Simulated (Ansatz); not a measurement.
Wanted: the native input for an Ansatz 0.2.0 run.

```
Task                : relaxation of cell and atoms
Functional          : PBE
Potentials or basis : all-electron LAPW, scalar-relativistic
Basis error allowed : 0.001 eV/atom
k mesh              : 10 × 10 × 10
Occupations         : fermi-dirac, width 0.05 eV
Spin                : no spin polarisation
```

GaSb:

```
Sb Ga
1.0
    -2.75343    2.75343    1.59071
     2.75343   -2.75343    1.59071
     2.75343    2.75343   -1.59071
Sb Ga
1 1
Direct
  0.00000 0.00000 0.00000
  0.75000 0.25000 0.50000
```

Measurements of this composition are mostly on another form, of space group No. 216.

These files were run (other wordings do the same):

input.yaml

```yaml
crystal:
  lattice:
    - [-2.753434, 2.753434, 1.590707]
    - [2.753434, -2.753434, 1.590707]
    - [2.753434, 2.753434, -1.590707]
  atoms:
    - { symbol: Sb, position: [0.0, 0.0, 0.0] }
    - { symbol: Ga, position: [0.75, 0.25, 0.5] }
kpoints:
  mp_grid: { grid: [10, 10, 10] }
scf:
  occupations: { method: fermi_dirac, width: 0.05 }
hamiltonian:
  xc: pbe
  pseudopotentials: { kind: all_electron, lapw: { basis_error: 0.001 } }
output:
  forces: true
  stress: true
relax:
  f_tol: 0.005
  max_steps: 60
  cell: {}
```

Potentials or basis: all-electron LAPW, scalar-relativistic.

The run is started by

```sh
$ ansatz run input.yaml --threads 1 --pin off --max-ram 3072MiB --backend cpu --events-out ev --progress --plain --runs-dir out
```

It gave:

| Item | Value |
| --- | --- |
| Relaxed volume | 24.17 Å³/atom |
| Relaxed cell | a = 4.219 Å, b = 4.219 Å, c = 4.219 Å, α = 98.05°, β = 98.05°, γ = 136.05° |
| Space group after relaxing (to 0.05 Å) | I-4m2 (No. 119) |
| Energy gained by relaxing | 0.6 meV/atom |
| Ionic steps | 5 |
| Pressure after relaxing | 0.0 GPa |

It took 2.3 min on 1 thread of Arm Neoverse V1 (shared host), peak memory 0.44 GiB.
